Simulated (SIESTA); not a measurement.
Fe:

```xyz
1
Lattice="-1.4430 1.4430 1.4430 1.4430 -1.4430 1.4430 1.4430 1.4430 -1.4430" Properties=species:S:1:pos:R:3 pbc="T T T"
Fe    0.0000    0.0000    0.0000
```

Program: SIESTA 5.4.2. Alike in all runs: cell as given; k mesh 13 × 13 × 13; smearing fermi-dirac 0.05 eV; grid cutoff 800 Ry; energy shift 0.003 Ry.

Order these runs on this cell by their pressure, lowest first.
A. level LDA; potentials or basis PseudoDojo 0.4 standard (LDA files), DZP (energy shift 0.003 Ry; two zetas on semicore shells); spin collinear, ferromagnetic start
B. level PBEsol; potentials or basis PseudoDojo 0.4 standard (PBEsol files), DZP (energy shift 0.003 Ry; two zetas on semicore shells); spin collinear, zero start
C. level PBEsol; potentials or basis PseudoDojo 0.4 standard (PBEsol files), DZP (energy shift 0.003 Ry; two zetas on semicore shells); spin collinear, ferromagnetic start

B (-36.6 GPa), A (-25.7 GPa), C (-17.2 GPa).

Caveats: short orbitals over semicore shells can move pressures by several GPa; the basis of atomic orbitals isn't converged, which shifts pressures, moduli and gaps; a pressure of tens of GPa on the cell as given is suspect, and the run, the potentials or the cell itself is likely at fault (some runs); so large a pressure means that the cell lies far from this level's equilibrium, or that cutoff or potentials fall short (some runs).

Runs at the PBE level aren't shown here.
